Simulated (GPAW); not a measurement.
Crystal: MnO2.

```
CELL_PARAMETERS angstrom
2.85496 0.00000 0.00000
-1.42748 2.47246 0.00000
0.00000 0.00000 10.22174
ATOMIC_POSITIONS crystal
Mn 0.00000 0.00000 0.50000
Mn 0.00000 0.00000 0.00000
O 0.66667 0.33333 0.40686
O 0.66667 0.33333 0.09314
O 0.33333 0.66667 0.59314
O 0.33333 0.66667 0.90686
```

Measurements of this composition are mostly on another form, of space group No. 136.

Base run:

- Program: GPAW 26.7.0
- Functional: PBEsol
- Potentials or basis: PAW data sets generated in the run's folder for this functional
- Cutoff: 800 eV
- Basis: pw
- k mesh: 7 × 7 × 2
- Occupations: fermi-dirac, width 0.05 eV
- Spin: collinear spin, ferromagnetic start
- Starting moments: [4.0, 4.0, 0.0, 0.0, 0.0, 0.0] μB

Its results: band gap on the k mesh 0.77 eV, indirect (least direct gap 0.81 eV); pressure 0.4 GPa; net moment 6.00 μB per cell; site moments Mn +2.81; O +0.04 μB; largest force 0.039 eV/Å.

**Question.** The run is repeated on the same cell with these changes: functional from PBEsol to r2SCAN; potentials or basis from PAW data sets generated in the run's folder for this functional to GPAW PAW data sets (gpaw-data 1.2.1). What comes out?

**Answer.** Band gap on the k mesh 2.02 eV, indirect (least direct gap 2.09 eV); pressure 1.9 GPa; net moment 6.00 μB per cell; site moments Mn +2.91; O +0.02 μB; largest force 0.124 eV/Å.

Caveats: only a ferromagnetic start was run, and an antiferromagnetic order may lie lower in energy; the PAW data sets were made with another functional, which shifts forces and pressure a little (some runs).

Not every run made on this cell is shown here.
